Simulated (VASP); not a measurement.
# BaS (Fm-3m) in VASP: notebook

The runs below take BaS through single point, relaxation of cell and atoms, with PBE.

Program: VASP 6.6.1. These are calculated values, not measurements. Logs are shortened: lines on timing, memory, paths and dates and some standing lists are left out, and cuts for length are marked.

**The experiment to reproduce.**

From a printed reference work, monograph, original work of 1988, for a bulk crystal of BaS at 2 K: band gap 3.806 eV (indirect).

How close the calculation comes is told below.

## (1) The cell of the first run

It takes space group Fm-3m (No. 225, cubic). Conventional cell: a = 6.429 Å, b = 6.429 Å, c = 6.429 Å, α = 90.00°, β = 90.00°, γ = 90.00°. Within 4.2 Å of Ba (site symmetry m-3m) lie 6 S at 3.21 Å. S (site symmetry m-3m) has 6 Ba at 3.21 Å within 4.2 Å.

## (2) Single point, PBE

INCAR reads:

```
SYSTEM = BaS
PREC = Accurate ; ENCUT = 500
EDIFF = 1E-6 ; ISMEAR = 0
SIGMA = 0.01 ; LREAL = .FALSE.
LASPH = .TRUE. ; NELM = 120
ALGO = Normal ; ISIF = 2
LWAVE = .FALSE. ; LCHARG = .TRUE.
GGA = PE ; LELF = .TRUE.
LVHAR = .TRUE. ; NBANDS = 15
GGA_COMPAT = .FALSE.
```

KPOINTS reads:

```
regular mesh
0
G
  5 5 5
  0 0 0
```

POSCAR reads:

```
BaS
1.0
    0.0000000000      3.2145426159      3.2145426159
    3.2145426159      0.0000000000      3.2145426159
    3.2145426159      3.2145426159      0.0000000000
Ba S
1 1
Direct
    0.0000000000      0.0000000000      0.0000000000
    0.5000000000      0.5000000000      0.5000000000
```

Potentials or basis: VASP PAW PBE potentials, release 64 (Ba_sv, S).

On the command line:

```console
> cat potpaw_PBE.64/Ba_sv/POTCAR potpaw_PBE.64/S/POTCAR > POTCAR
> mpirun -np 1 vasp_std > vasp.out
```

OUTCAR:

```text
SYSTEM = BaS
   PREC = Accurate
   ENCUT = 500
   EDIFF = 1E-6
   ISMEAR = 0
   LREAL = .FALSE.
   LASPH = .TRUE.
   NELM = 120
   ISIF = 2
   GGA = PE

 ion  position               nearest neighbor table
   1  0.000  0.000  0.000-   2 3.21   2 3.21   2 3.21   2 3.21   2 3.21   2 3.21
   2  0.500  0.500  0.500-   1 3.21   1 3.21   1 3.21   1 3.21   1 3.21   1 3.21

  LATTYP: Found a face centered cubic cell.
 ALAT       =     6.4290852318

  Lattice vectors:

 A1 = (   0.0000000000,   3.2145426159,   3.2145426159)
 A2 = (   3.2145426159,   0.0000000000,   3.2145426159)
 A3 = (   3.2145426159,   3.2145426159,   0.0000000000)

Analysis of symmetry for initial positions (statically):
=====================================================================
 Subroutine PRICEL returns:
 Original cell was already a primitive cell.

 Routine SETGRP: Setting up the symmetry group for a
 face centered cubic supercell.

 Subroutine GETGRP returns: Found 48 space group operations
 (whereof 48 operations were pure point group operations)
 out of a pool of 48 trial point group operations.

The static configuration has the point symmetry O_h .

Analysis of symmetry for dynamics (positions and initial velocities):
=====================================================================
 Subroutine PRICEL returns:
 Original cell was already a primitive cell.

 Routine SETGRP: Setting up the symmetry group for a
 face centered cubic supercell.

 Subroutine GETGRP returns: Found 48 space group operations
 (whereof 48 operations were pure point group operations)
 out of a pool of 48 trial point group operations.

The dynamic configuration has the point symmetry O_h .

 Subroutine INISYM returns: Found 48 space group operations
 (whereof 48 operations are pure point group operations),
 and found     1 'primitive' translations

----------------------------------------------------------------------------------------

                                     Primitive cell

  volume of cell :      66.4336

  direct lattice vectors                    reciprocal lattice vectors
     0.000000000  3.214542616  3.214542616    -0.155543124  0.155543124  0.155543124
     3.214542616  0.000000000  3.214542616     0.155543124 -0.155543124  0.155543124
     3.214542616  3.214542616  0.000000000     0.155543124  0.155543124 -0.155543124

  length of vectors
     4.546049764  4.546049764  4.546049764     0.269408593  0.269408593  0.269408593

  position of ions in fractional coordinates (direct lattice)
     0.000000000  0.000000000  0.000000000
     0.500000000  0.500000000  0.500000000

  ion indices of the primitive-cell ions
   primitive index   ion index
                 1           1
                 2           2

----------------------------------------------------------------------------------------

 KPOINTS: regular mesh

Automatic generation of k-mesh.
 Grid dimensions read from file:
 generate k-points for:    5    5    5

 Generating k-lattice:

  Cartesian coordinates                     Fractional coordinates (reciprocal lattice)
    -0.031108625  0.031108625  0.031108625     0.200000000  0.000000000  0.000000000
     0.031108625 -0.031108625  0.031108625     0.000000000  0.200000000  0.000000000
     0.031108625  0.031108625 -0.031108625     0.000000000  0.000000000  0.200000000

  Length of vectors
     0.053881719  0.053881719  0.053881719

  Shift w.r.t. Gamma in fractional coordinates (k-lattice)
     0.000000000  0.000000000  0.000000000

 Subroutine IBZKPT returns following result:
 ===========================================

 Found     10 irreducible k-points:

 Following reciprocal coordinates:
            Coordinates               Weight
  0.000000  0.000000  0.000000      1.000000
  0.200000  0.000000  0.000000      8.000000
  0.400000  0.000000  0.000000      8.000000
  0.200000  0.200000  0.000000      6.000000
  0.400000  0.200000  0.000000     24.000000
 -0.400000  0.200000  0.000000     24.000000
 -0.200000  0.200000  0.000000     12.000000
  0.400000  0.400000  0.000000      6.000000
 -0.400000  0.400000  0.000000     12.000000
 -0.400000  0.400000  0.200000     24.000000
   k-points           NKPTS =     10   k-points in BZ     NKDIM =     10   number of bands    NBANDS=     15
   number of dos      NEDOS =    301   number of ions     NIONS =      2
   total plane-waves  NPLWV =  46656
   dimension x,y,z NGX =    36 NGY =   36 NGZ =   36
   dimension x,y,z NGXF=    72 NGYF=   72 NGZF=   72
   ions per type =               1   1
   NGX,Y,Z   is equivalent  to a cutoff of  13.16, 13.16, 13.16 a.u.
   NGXF,Y,Z  is equivalent  to a cutoff of  26.33, 26.33, 26.33 a.u.
 SYSTEM =  BaS
   PREC   = accura    normal or accurate (medium, high low for compatibility)
   ISTART =      0    job   : 0-new  1-cont  2-samecut
   ICHARG =      2    charge: 1-file 2-atom 10-const
   ISPIN  =      1    spin polarized calculation?
   LNONCOLLINEAR =      F non collinear calculations
   LSORBIT =      F    spin-orbit coupling
   LASPH  =      T    aspherical Exc in radial PAW
   ENCUT  =  500.0 eV  36.75 Ry    6.06 a.u.   8.29  8.29  8.29*2*pi/ulx,y,z
   NELM   =    120;   NELMIN=  2; NELMDL= -5     # of ELM steps
   EDIFF  = 0.1E-05   stopping-criterion for ELM
   LREAL  =      F    real-space projection
   EDIFFG = 0.1E-04   stopping-criterion for IOM
   NSW    =      0    number of steps for IOM
   IBRION =     -1    ionic relax: 0-MD 1-quasi-New 2-CG
   NFREE  =      0    steps in history (QN), initial steepest desc. (CG)
   ISIF   =      2    stress and relaxation
   ISYM   =      2    0-nonsym 1-usesym 2-fastsym
   POTIM  = 0.5000    time-step for ionic-motion
   TEBEG  =    0.0;   TEEND  =   0.0 temperature during run
   PSTRESS=    0.0 pullay stress
   NELECT =      16.0000    total number of electrons
   NUPDOWN=      -1.0000    fix difference up-down
   EMIN   =  10.00;   EMAX   =-10.00  energy-range for DOS
   EFERMI =   0.00;   METHOD = LEGACY
   ISMEAR =     0;   SIGMA  =   0.01  broadening in eV -4-tet -1-fermi 0-gaus
   EFERMI_NEDOS =   21; number of points for ismear=-14 and -15
   IALGO  =     38    algorithm
   IMIX   =      4    mixing-type and parameters
     AMIX     =   0.40;   BMIX     =  1.00
     AMIX_MAG =   1.60;   BMIX_MAG =  1.00
  volume/ion in A,a.u.               =      33.22       224.16
  Fermi-wavevector in a.u.,A,eV,Ry     =   1.018558  1.924795 14.115498  1.037460
  Thomas-Fermi vector in A             =   2.152022
   LORBIT       =      0    0 simple, 1 ext, 2 COOP (PROOUT), +10 PAW based schemes
   GGA     = PE    functional components
   LHFCALC =     F    Hartree Fock is set to
   AEXX    =    0.0000 exact exchange contribution
   IVDW    =     0    specifies the selected vdW correction
   LEPSILON=     F    determine dielectric tensor
   LRPA    =     F    only Hartree local field effects (RPA)
 non-spin polarized calculation
 Gauss-broadening in eV      SIGMA  =   0.01
  energy-cutoff  :      500.00
  volume of cell :       66.43
 maximum number of plane-waves:      1694
 NGX is ok and might be reduce to    36
   NGX = 17   NGY = 17   NGZ = 17

 number of electron      16.0000002 magnetization

 Free energy of the ion-electron system (eV)
  ---------------------------------------------------
  ext. energy  EPLUGINS =         0.00000000
  ---------------------------------------------------
  free energy    TOTEN  =       -10.19169046 eV

  energy without entropy =      -10.19169046  energy(sigma->0) =      -10.19169046

 E-fermi :   1.4096     XC(G=0):  -8.5448

 val. band max:        1.3553241892   @ k =   0.0000   0.0000   0.0000
 cond. band min:       3.6075372051   @ k =   0.4000   0.4000   0.0000
 fundamental gap:      2.2522130159
 Fermi energy:         1.4096058863

 k-point     1 :       0.0000    0.0000    0.0000
  band No.  band energies     occupation
      1     -24.7834      2.00000
      2      -9.8407      2.00000
      3      -9.8407      2.00000
      4      -9.8407      2.00000
      5      -8.9752      2.00000
      6       1.3553      2.00000
      7       1.3553      2.00000
      8       1.3553      2.00000
      9       4.8595      0.00000
     10       5.2194      0.00000
     11       5.2194      0.00000
     12       5.2194      0.00000
     13       6.1249      0.00000
     14       6.1249      0.00000
     15      10.0554      0.00000

 k-point     2 :       0.2000    0.0000    0.0000
  band No.  band energies     occupation
      1     -24.7695      2.00000
      2     -10.3540      2.00000
      3      -9.8534      2.00000
      4      -9.8534      2.00000
      5      -8.4293      2.00000
      6       0.5185      2.00000
      7       0.9153      2.00000
      8       0.9153      2.00000
      9       5.3079      0.00000
     10       5.7864      0.00000
     11       5.7864      0.00000
     12       6.1445      0.00000
     13       7.1736      0.00000
     14       7.1736      0.00000
     15      11.4484      0.00000

 k-point     3 :       0.4000    0.0000    0.0000
  band No.  band energies     occupation
      1     -24.7468      2.00000
      2     -10.8278      2.00000
      3      -9.8737      2.00000
      4      -9.8737      2.00000
      5      -7.8972      2.00000
      6      -0.4058      2.00000
      7       0.3828      2.00000
      8       0.3828      2.00000
      9       6.1944      0.00000
     10       7.1722      0.00000
     11       7.1722      0.00000
     12       7.3944      0.00000
     13       9.3022      0.00000
     14       9.3022      0.00000
     15      11.2076      0.00000
[... 91 lines left out ...]
 k-point     9 :      -0.4000    0.4000    0.0000
  band No.  band energies     occupation
      1     -24.7312      2.00000
      2     -10.3084      2.00000
      3     -10.2411      2.00000
      4      -9.9845      2.00000
      5      -8.5480      2.00000
      6       0.6352      2.00000
      7       0.8019      2.00000
      8       0.8882      2.00000
      9       4.2720      0.00000
     10       7.6031      0.00000
     11       7.8127      0.00000
     12       8.1057      0.00000
     13       8.2732      0.00000
     14       8.9181      0.00000
     15      10.7630      0.00000

 k-point    10 :      -0.4000    0.4000    0.2000
  band No.  band energies     occupation
      1     -24.7338      2.00000
      2     -10.4886      2.00000
      3     -10.0950      2.00000
      4     -10.0293      2.00000
      5      -8.3285      2.00000
      6       0.2163      2.00000
      7       0.6298      2.00000
      8       0.9073      2.00000
      9       5.0513      0.00000
     10       6.5090      0.00000
     11       7.4372      0.00000
     12       8.3530      0.00000
     13       8.7342      0.00000
     14      10.0684      0.00000
     15      10.8263      0.00000

------------------------ aborting loop because EDIFF is reached ----------------------------------------

  FORCE on cell =-STRESS in cart. coord.  units (eV):
  Direction    XX          YY          ZZ          XY          YZ          ZX
  --------------------------------------------------------------------------------------
  -------------------------------------------------------------------------------------
  Total        0.2245132      0.2245132      0.2245132     -0.0000000      0.0000000      0.0000000
  in kB        5.4145804      5.4145804      5.4145804     -0.0000000      0.0000000      0.0000000
  external PRESSURE =       5.4145804 kB  Pullay stress =       0.0000000 kB

 VOLUME and BASIS-vectors are now :
 -----------------------------------------------------------------------------
  energy-cutoff  :      500.00
  volume of cell :       66.43
      direct lattice vectors                 reciprocal lattice vectors
     0.000000000  3.214542616  3.214542616    -0.155543124  0.155543124  0.155543124
     3.214542616  0.000000000  3.214542616     0.155543124 -0.155543124  0.155543124
     3.214542616  3.214542616  0.000000000     0.155543124  0.155543124 -0.155543124

 POSITION                                       TOTAL-FORCE (eV/Angst)
 -----------------------------------------------------------------------------------
      0.00000      0.00000      0.00000        -0.000000      0.000000      0.000000
      3.21454      3.21454      3.21454         0.000000     -0.000000     -0.000000
 -----------------------------------------------------------------------------------
    total drift:                                0.000000      0.000000      0.000000

  FREE ENERGIE OF THE ION-ELECTRON SYSTEM (eV)
  ---------------------------------------------------
  free  energy   TOTEN  =       -10.1916904643 eV

  energy  without entropy=      -10.1916904643  energy(sigma->0) =      -10.19169046
```

Run time: 28 s. Hardware: 1 thread of Intel Xeon 8259CL, shared host; peak memory 0.2 GiB.

Results:

| Item | Value |
| --- | --- |
| Free energy | -10.1917 eV |
| Pressure | 0.5 GPa |
| Band gap on the k mesh | 2.25 eV, indirect (least direct gap 2.41 eV) |

Levels at points of the mesh, in eV from the valence-band top:
```
           k point  band 5  band 6  band 7  band 8  band 9  band 10  band 11  band 12
(0.00, 0.00, 0.00)  -10.33    0.00    0.00    0.00    3.50     3.86     3.86     3.86
```

Caveat: spin-orbit coupling is left out, which moves the levels of the heavy elements.

[end of part 1 of 2]
